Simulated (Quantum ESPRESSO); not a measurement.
Mo under changes of volume

One of the cells (15.892 Å³/atom); the others are scaled copies at fixed shape and fractional positions:

```
CELL_PARAMETERS angstrom
-1.58381 1.58381 1.58381
1.58381 -1.58381 1.58381
1.58381 1.58381 -1.58381
ATOMIC_POSITIONS crystal
Mo 0.00000 0.00000 0.00000
```

```yaml
Program: Quantum ESPRESSO 7.5
Functional: PBEsol
Potentials_or_basis: PseudoDojo 0.4.1 SR PBEsol standard
Cutoff: 1088 eV
Density_cutoff: 4354 eV
k_mesh: 12 × 12 × 12
Occupations: fermi-dirac, width 0.05 eV
Spin: no spin polarisation
```

```csv
volume (Å³/atom),energy over the lowest point (meV/atom),pressure (GPa)
14.938,9.34,8.0
15.256,0.00,1.6
15.574,?,?
15.892,16.00,-9.3
16.209,38.97,-13.9
16.527,70.56,-18.0
16.845,109.87,-21.6
```

Problem. What does the run at 15.574 Å³/atom give?

Solution. Energy over the lowest point 2.64 meV/atom; pressure -4.1 GPa.

Worked out: A Birch-Murnaghan fit of order 3 (a polynomial in V^(-2/3)) to the other rows has its minimum at 15.34 Å³/atom with B0 = V·E''(V) = 283 GPa and B' = 4.4. It gives 2.63 meV/atom at 15.574 Å³/atom, against the run's 2.64, and -dE/dV = -4.1 GPa, against -4.1.

Energies are extrapolated to zero smearing.
